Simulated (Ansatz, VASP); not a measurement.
**Zn in VASP and in Ansatz**

```
Zn
1.0
    -1.53701    1.53701    1.53701
     1.53701   -1.53701    1.53701
     1.53701    1.53701   -1.53701
Zn
1
Direct
  0.00000 0.00000 0.00000
```

Change from the starting cell: volume scaled by 0.94.

Alike in both runs: task single point; functional PBE; k mesh 12 × 12 × 12; occupations fermi-dirac, width 0.05 eV; no spin polarisation.

|  | VASP | Ansatz |
| --- | --- | --- |
| version | VASP 6.6.1 | Ansatz 0.2.0 |
| potentials or method | VASP PAW PBE potentials, release 64 (Zn) | Ansatz PAW |
| plane-wave cutoff (eV) | 520 | 420 |
| valence electrons in the cell | 12 | 12 |

Ansatz gave:

| Property | Result |
| --- | --- |
| gap on the k mesh at the Fermi level (eV) | none |
| pressure (GPa) | 4.0 |

Task: Estimate VASP's values.

Result: gap on the k mesh at the Fermi level (eV): none; pressure (GPa): 4.3.

A gap of «none» marks a metal or a gap that the smearing closes.
